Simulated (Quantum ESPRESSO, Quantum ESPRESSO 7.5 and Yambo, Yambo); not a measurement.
## MgO (Fm-3m): G0W0 on several meshes in Yambo

Aim: the GW shift of MgO (Fm-3m) against the k mesh.

Program: Quantum ESPRESSO 7.5 and Yambo 5.3.0. Level of theory: PBE and many-body steps on it, plane waves. Results are calculated unless marked as measured.

## (1) The structure

It takes space group Fm-3m (No. 225, cubic). The conventional cell has a = 4.194 Å, b = 4.194 Å, c = 4.194 Å, α = 90.00°, β = 90.00°, γ = 90.00°. Nearest to Mg lie 6 O at 2.10 Å. Nearest to O lie 6 Mg at 2.10 Å. Farther neighbours and most contacts between anions are not listed.

The cell and positions are those that the Materials Project relaxed with its own functionals (PBE, PBE+U or r2SCAN), kept fixed.

## (2) Empty states on the mesh, 8×8×8 mesh, 225 bands

This step: Quantum ESPRESSO 7.5; DFT, PBE, plane waves, norm-conserving pseudopotentials.

The sums over transitions need many empty states on a uniform mesh; this step solves for them.

pw.in

```
&control
  calculation = 'nscf'
  prefix = 'x'
  outdir = 'o'
  pseudo_dir = 'pseudo'
/
&system
  ibrav = 0
  nat = 2
  ntyp = 2
  ecutwfc = 76.0
  nbnd = 225
  force_symmorphic = .true.
/
&electrons
  conv_thr = 1e-9
  electron_maxstep = 80
  diago_full_acc = .true.
  diago_thr_init = 5e-6
/
ATOMIC_SPECIES
  Mg 24.305 Mg.upf
  O 15.999 O.upf
CELL_PARAMETERS angstrom
  -0.0000000000 2.0970013927 2.0970013927
  2.0970013927 -0.0000000000 2.0970013927
  2.0970013927 2.0970013927 -0.0000000000
ATOMIC_POSITIONS crystal
  Mg 0.0000000000 0.0000000000 0.0000000000
  O 0.5000000000 0.5000000000 0.5000000000
K_POINTS automatic
  8 8 8 0 0 0
```

Command:

```
$ OMP_NUM_THREADS=1 mpirun -n 8 pw.x -nk 4 -in pw.in > pw.out
```

Log:

```text
Program PWSCF v.7.5 starts

     This program is part of the open-source Quantum ESPRESSO suite
     for quantum simulation of materials; please cite
         "P. Giannozzi et al., J. Phys.:Condens. Matter 21 395502 (2009);
         "P. Giannozzi et al., J. Phys.:Condens. Matter 29 465901 (2017);
         "P. Giannozzi et al., J. Chem. Phys. 152 154105 (2020);
     in publications or presentations arising from this work. More details at

     Atomic positions and unit cell read from directory:
     o/x.save/

     Message from routine setup:
[...]
296.7367

          k = 0.1768 0.1768-0.1768 (  1390 PWs)   bands (ev):

[...]
136.6250 138.6922 139.5210 139.5210 141.4234 141.4234 143.7567 147.0647
     [... 17 further rows ...]
   293.5458 293.9473 293.9473 294.3713 296.4285 296.4718 296.4718 297.1154
   297.3947

          k = 0.2652 0.2652-0.2652 (  1410 PWs)   bands (ev):

     [... further k-points ...]

     highest occupied, lowest unoccupied level (ev):     8.2133   13.1082

     XML data file, pseudopotentials, collected wavefunctions

=------------------------------------------------------------------------------=
   JOB DONE.
=------------------------------------------------------------------------------=
```

Elapsed: 29 s, on 8 MPI ranks of Arm Neoverse N1, shared host; peak memory 0.5 GiB.

Numbers from this step:

```
gap                                                           : 4.895 eV
k of the valence top                                          : 0, 0, 0
k of the conduction bottom                                    : 0, 0, 0
least direct gap                                              : 4.895 eV
k points computed                                             : 29
lowest point of the top converged band, above the valence top : 282.5542 eV
```

On this mesh the gap is 4.895 eV.

The density comes from a self-consistent run that is not shown.

## (3) Conversion and set-up

This step: Yambo 5.3.0; conversion and set-up on PBE, plane waves, norm-conserving pseudopotentials.

The states are converted to the many-body program's format and the q mesh is built.

Command:

```
$ (cd o/x.save; p2y > p2y.log; mv SAVE ../..); yambo > setup.log
```

Log:

```text
 Yambo, version 5.3.0

 [02] CORE Variables Setup
 =========================

  [02.01] Unit cells
  ==================

  Cell kind             :  FCC
  Atoms in the cell     :  Mg  O
  number of Mg atoms    :  1
  number of O  atoms    :  1

  List of atomic masses
  Mass of Mg    :  24.30500
  Mass of O     :  15.99900

  List of atomic coordinates    : [cc]
  Mg1       :  0.000000  0.000000  0.000000  order 1
  O1       :  3.962758  3.962758  3.962758  order 2

  Alat factors          :  3.962758  3.962758  3.962758 [a.u.]
  Direct lattice volume :  124.4580 [a.u.]
[...]
Q [ 1]         [rlu]:  0.000000  0.000000  0.000000
 Q [ 2]         [rlu]: -0.32851E-17 -0.32851E-17  0.12500
 Q [ 3]         [rlu]: -0.65702E-17 -0.65702E-17  0.25000
[...]
Q [ 8]         [rlu]: -0.65702E-17  0.12500      0.37500
 Q [ 9]         [rlu]:  0.60166E-16  0.12500      0.50000
 Q [10]         [rlu]:  0.13140E-16  0.12500     -0.37500
     [... 17 further rows ...]
 Q [28]         [rlu]:  0.125000 -0.500000 -0.375000
 Q [29]         [rlu]:  0.250000 -0.500000 -0.250000

  [03.01] X indexes
  =================

   [03.01.01] Sigma indexes
   ========================

 [06] Game Over & Game summary
```

Wall time 2.8 s (1 MPI rank); peak memory 0.24 GiB.

## (4) 8×8×8

Now the one-shot GW correction: screening in the RPA, then the self-energy of the levels asked for.

This step: G0W0 on PBE, plane waves, norm-conserving pseudopotentials.

gw2.in

```
HF_and_locXC
gw0
dyson
ppa
em1d
rim_cut
RandQpts= 1000000
RandGvec= 1 RL
EXXRLvcs= 76 Ry
VXCRLvcs= 304 Ry
Chimod= "HARTREE"
% BndsRnXp
 1 | 96 |
%
NGsBlkXp= 17 Ry
% LongDrXp
 1 | 1 | 1 |
%
% GbndRnge
 1 | 96 |
%
DysSolver= "n"
ExtendOut
PPAPntXp= 27.21138 eV
% QPkrange
 1 | 1 | 7 | 10 |
%
```

Command:

```
$ OMP_NUM_THREADS=1 mpirun -n 8 yambo -F gw2.in -J gw2 -C gw2 > gw2.log
```

Log:

```text
 Yambo, version 5.3.0

 [02] CORE Variables Setup
 =========================

  [... cell, symmetries and grids as in the set-up ...]

  [02.05] Energies & Occupations
  ==============================

  [X] === General ===
  [X] Electronic Temperature                        :  0.000000  0.000000 [eV K]
  [X] Bosonic    Temperature                        :  0.000000  0.000000 [eV K]
  [X] Finite Temperature mode                       : no
  [X] El. density                                   :  0.86755E+24 [cm-3]
  [X] Fermi Level                                   :  8.213321 [eV]

  [X] === Gaps and Widths ===
  [X] Conduction Band Min                           :  4.894832 [eV]
  [X] Valence Band Max                              :  0.000000 [eV]
  [X] Filled Bands                                  :   8
  [X] Empty Bands                                   :    9  225
  [X] Direct Gap                                    :  4.894832 [eV]
  [X] Direct Gap localized at k                     :  1
  [X] Indirect Gap                                  :  4.894832 [eV]
  [X] Indirect Gap between kpts                     :  1  1
  [X] Last valence band width                       :  1.776111 [eV]
  [X] 1st conduction band width                     :  6.880121 [eV]

 [03] Transferred momenta grid and indexing
 ==========================================

 IBZ Q-points                                      :  29
 BZ  Q-points                                      :   512

 K/Q-points units:
 rlu = crystal or reduced units; cc = cartesian coordinates; iku = interal k-units

 Q [ 1]         [rlu]:  0.000000  0.000000  0.000000
 Q [ 2]         [rlu]: -0.32851E-17 -0.32851E-17  0.12500
 Q [ 3]         [rlu]: -0.65702E-17 -0.65702E-17  0.25000
 Q [ 4]         [rlu]:  0.33905E-17  0.33905E-17  0.37500
 Q [ 5]         [rlu]:  0.13140E-16  0.13140E-16 -0.50000
 Q [ 6]         [rlu]: -0.67787E-18  0.12500      0.12500
 Q [ 7]         [rlu]: -0.69125E-17  0.12500      0.25000
 Q [ 8]         [rlu]: -0.65702E-17  0.12500      0.37500
 Q [ 9]         [rlu]:  0.60166E-16  0.12500      0.50000
 Q [10]         [rlu]:  0.13140E-16  0.12500     -0.37500
     [... 17 further rows ...]
 Q [28]         [rlu]:  0.125000 -0.500000 -0.375000
 Q [29]         [rlu]:  0.250000 -0.500000 -0.250000

 [04] Coloumb potential Random Integration (RIM)
 ===============================================

  [04.01] RIM initialization
  ==========================

  * Diagonal components only detected *

  8 x (sBL volume)        :  0.031141 [a.u.]
  sBZ random points       :  1000000
  Points outside the sBZ  :   7968281
  RL volume               :  1.993044 [a.u.]
  Integrated volume       :  2.000977 [a.u.]

  [04.02] RIM integrals
  =====================

  Gamma point sphere radius             :  0.057068 [a.u.]
  Points outside the sphere             :   800476
  [Int_sBZ(q=0) 1/q^2]*(Vol_sBZ)^(-1/3) =:  7.776341
                                 should be <:  7.795600

  Summary of Coulomb integrals for non-metallic bands |Q|[au] RIM/Bare

  Q [1] 0.100000E-4 0.997530 * Q [2] 0.171642 1.068862
  Q [6] 0.198195 1.067204 * Q [12] 0.280290 1.029264
  Q [7] 0.328669 1.022872 * Q [3] 0.343283 1.020683
  Q [13] 0.396390 1.016961 * Q [11] 0.431956 1.014228
  Q [22] 0.443177 1.014089 * Q [8] 0.485476 1.012339
  Q [14] 0.514925 1.011441 * Q [4] 0.514925 1.011454
[...]
Q [27] 0.714602 1.007600 * Q [24] 0.741577 1.007368
  Q [26] 0.761182 1.007327 * Q [21] 0.792779 1.007291
  Q [28] 0.817178 1.007124 * Q [20] 0.840869 1.006551
  Q [29] 0.886354 1.006669

 [WARNING] [Xp] User bands 1-96 break level degeneracy

 [05] Dipoles
 ============

  [05.01] Setup: observables and procedures
  =========================================

 [06] Dynamic Dielectric Matrix (PPA)
 ====================================

 [SLK-Inversion]  Pools        :  2
 [SLK-Inversion]  BLACS grid   :  2  2

 [WR./gw2//ndb.pp]---------------------------------------------------------------
  Brillouin Zone Q/K grids (IBZ/BZ)                :    29   512    29   512
  RL vectors                                       :  1893 [WF]
  Coulomb cutoff potential                         : none
  Electronic Temperature                           :  0.000000 [K]
  Bosonic    Temperature                           :  0.000000 [K]
  PPA    diel. fun.  energies                      : Perdew, Burke & Ernzerhof(X)+Perdew, Burke & Ernzerhof(C)
  wavefunctions                                    : Perdew, Burke & Ernzerhof(X)+Perdew, Burke & Ernzerhof(C)
  Global Gauge                                     : length
  X matrix size                                    :  181
  X band range                                     :    1   96
  X e/h energy range                               : -1.000000 -1.000000 [eV]
  X Time ordering                                  : R
  X Hxc Kernel                                     : HARTREE
  X Drude frequency                                :  0.000000  0.000000
  X poles                                          :  100.0000 [o/o]
  RL vectors in the sum                            :  1893
  [r,Vnl] included                                 : yes
  Field direction                                  :  0.577350E-5  0.577350E-5  0.577350E-5
  BZ energy Double Grid                            : no
  BZ energy DbGd points                            : 0
  BZ Q point size factor                           : -1.000000
  X Optical Averaged directions                    : none

 [07] Local Exchange-Correlation + Non-Local Fock
 ================================================

 [VXC] Plane waves :  11113
 [EXS] Plane waves :  1459

 QP @ state[ 1 ] K range:  1  1
 QP @ state[ 1 ] b range:   7  10

 [xc] Functional : Perdew, Burke & Ernzerhof(X)+Perdew, Burke & Ernzerhof(C)
 [xc] LIBXC used to calculate xc functional
  PP Number of Atomic Species                      :  2
  NLCC RL compoments                               :  11113
  PP Number of Atomic Species                      :  2
  NLCC RL compoments                               :  11113

 [xc] E_xc :  -11.59297 [Ha]
      E_xc :  -23.18594 [Ry]

  Local XC kind (lXC) : Perdew, Burke & Ernzerhof(X)+Perdew, Burke & Ernzerhof(C)
  Non-Local XC kind (nlXC) : Hartree-Fock

  Corrections @ K [1] :  [eV]
 <7|nlXC|7> = -25.61611  0.10830E-16 <7|lXC|7> = -20.15353 -0.75530E-15
 <8|nlXC|8> = -25.61611  0.21430E-17 <8|lXC|8> = -20.15353  0.67307E-20
 <9|nlXC|9> = -9.030789 -0.81565E-18 <9|lXC|9> = -13.56162 -0.94412E-16
 <10|nlXC|10> = -3.745185 -0.15872E-18 <10|lXC|10> = -9.643495  0.70799E-16

 [08] Dyson equation: Newton solver
 ==================================

  [08.01] G0W0 (W PPA)
  ====================

  [  GW  ] Bands range     :    1   96
  [GW/PPA] G damping       :  0.100000 [eV]

  QP @ state[ 1 ] K range:  1  1
  QP @ state[ 1 ] b range:   7  10

   Sc/G bands                                       :    1   96
   Sc/G damping                                     :  0.100000 ev
   Sc bands terminator                              : no
   Sx RL components                                 :  1459

   QP @ state[ 1 ] K range                          :  1  1
   QP @ state[ 1 ] b range                          :   7  10
   GF energies kind                                 : Perdew, Burke & Ernzerhof(X)+Perdew, Burke & Ernzerhof(C)
   GF WF`s kind                                     : Perdew, Burke & Ernzerhof(X)+Perdew, Burke & Ernzerhof(C)
   Xs energies kind                                 : Perdew, Burke & Ernzerhof(X)+Perdew, Burke & Ernzerhof(C)
   Xs WF`s kind                                     : Perdew, Burke & Ernzerhof(X)+Perdew, Burke & Ernzerhof(C)

 [11] Game Over & Game summary
```

The job ended after 7.2 min (8 MPI ranks; peak memory 3.1 GiB; 57 min of CPU time).

This step gave:

* G0W0 gap on the points computed: 7.173 eV
* starting gap on the mesh: 4.895 eV
* k of the valence top: 0, 0, 0
* k of the conduction bottom: 0, 0, 0
* least direct G0W0 gap on the computed points: 7.173 eV
* Z at the valence top: 0.8025
* Z at the conduction bottom: 0.8509

The gap on the mesh goes from 4.89 eV to 7.17 eV, a correction of +2.28 eV.

## (5) Empty states on the mesh, 6×6×6 mesh, 96 bands

This step: Quantum ESPRESSO 7.5; DFT, PBE, plane waves, norm-conserving pseudopotentials.

pw.in: that of step 2 with these lines changed.

```diff
@@ -11,3 +11,3 @@
   ecutwfc = 76.0
-  nbnd = 225
+  nbnd = 96
   force_symmorphic = .true.
@@ -31,2 +31,2 @@
 K_POINTS automatic
-  8 8 8 0 0 0
+  6 6 6 0 0 0
```

Command:

```
$ OMP_NUM_THREADS=1 mpirun -n 8 pw.x -nk 4 -in pw.in > pw.out
```

Log:

```text
[banner, memory and clock lines left out]
Program PWSCF v.7.5 starts

     Atomic positions and unit cell read from directory:
     o/x.save/

     Message from routine setup:
     using ibrav=0 with symmetry is DISCOURAGED, use correct ibrav instead

     bravais-lattice index     =            0
     lattice parameter (alat)  =       5.6042  a.u.
     unit-cell volume          =     124.4580 (a.u.)^3
     number of atoms/cell      =            2
     number of atomic types    =            2
     number of electrons       =        16.00
[...]
32.7919  32.7919  46.8852  46.8852  46.8852  47.6505  59.3157  59.3157
[...]
k = 0.1179 0.1179-0.1179 (  1399 PWs)   bands (ev):

[...]
k = 0.2357 0.2357-0.2357 (  1399 PWs)   bands (ev):

[...]
148.3352 148.3352 149.8441 149.8441 150.0813 150.7339 152.1363 155.6307
   155.6307 155.7210 156.9743 158.6355 158.6355 160.2513 160.2513 165.1882

          k =-0.3536-0.3536 0.3536 (  1404 PWs)   bands (ev):

     [... further k-points ...]

     highest occupied, lowest unoccupied level (ev):     8.2133   13.1082

     XML data file, pseudopotentials, collected wavefunctions
```

The job ended after 3.7 s (8 MPI ranks; peak memory 0.37 GiB; 28 s of CPU time).

This step gave:

* gap: 4.895 eV
* k of the valence top: 0, 0, 0
* k of the conduction bottom: 0, 0, 0
* least direct gap: 4.895 eV
* k points computed: 16
* lowest point of the top converged band, above the valence top: 150.7294 eV

On this mesh the gap is 4.895 eV.

(Continued in part 2 of 2.)

[Paths, hosts, dates, memory and timing lines, banners, echoed tables and standing remarks are left out of the program output.]

[Logs are printed without paths, hosts, clocks, repeated set-up lines and the standing remarks that a program may print on its own settings, such as how far it seeks lower states.]

[Runs of the session that timed out or met a known fault of the program may be left out.]

[Hosts, paths, dates, database ids (printed as entryN), source tags and the programs' standing remarks are cut or masked in the printed files.]
